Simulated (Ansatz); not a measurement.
# Relaxation of Co

Method: DFT PBE, scalar-relativistic, plane waves, PAW in Ansatz 0.2.0. Settings: 420 eV cutoff, 20×20×20 k-mesh, Gaussian smearing of 0.10 eV, collinear spin.

What was changed in Rh: Rh → Co on all its sites, cell and atoms relaxed.

Command:

```bash
ansatz run input.yaml --threads 1 --pin off --max-ram 2560MiB --backend cpu --events-out ev --progress --plain --runs-dir out
```

Input:

```yaml
crystal:
  lattice:
    - [0.0, 1.7667297292, 1.7667297292]
    - [1.7667297292, 0.0, 1.7667297292]
    - [1.7667297292, 1.7667297292, 0.0]
  atoms:
    - { symbol: Co, position: [0.0, 0.0, 0.0], spin: 1.94 }
basis:
  ecutwfc: 420
kpoints:
  mp_grid: { grid: [20, 20, 20] }
hamiltonian:
  xc: pbe
scf:
  occupations: { method: gaussian, width: 0.1 }
output:
  forces: true
  stress: true
  eigenvalues: true
  populations: true
magnetization:
  spin_polarized: true
relax:
  adjacent_minimum: "off"
  f_tol: 0.01
  max_steps: 60
  cell: { stress_tol: 0.1 }
```

F is the free energy. Steps run on the plane waves of an earlier cell, but the last one, and at times one on the way, on a freshly chosen basis, so a repeated geometry can differ a little in energy.

Steps:

| step | F − F(1) (eV) | largest force component (eV/Å) | V (Å³/atom) | P (GPa) |
| --- | --- | --- | --- | --- |
| 1 | 0.0000 | 0.000 | 11.029 | -2.37 |
| 2 | -0.0008 | 0.000 | 10.961 | -1.08 |
| 3 | -0.0011 | 0.000 | 10.905 | 0.03 |
| 4 | -0.0009 | 0.000 | 10.905 | 0.01 |

Relaxed structure:

```
CELL_PARAMETERS angstrom
0.00000 1.76008 1.76008
1.76008 0.00000 1.76008
1.76008 1.76008 0.00000
ATOMIC_POSITIONS crystal
Co 0.00000 0.00000 0.00000
```

It takes space group Fm-3m (No. 225, cubic). Conventional cell: a = 3.520 Å, b = 3.520 Å, c = 3.520 Å, α = 90.00°, β = 90.00°, γ = 90.00°. Around Co (site symmetry m-3m) lie 12 Co at 2.49 Å.

The run converged. It took 31 s on 1 thread of Arm Neoverse V1 (shared host), peak memory 0.35 GiB.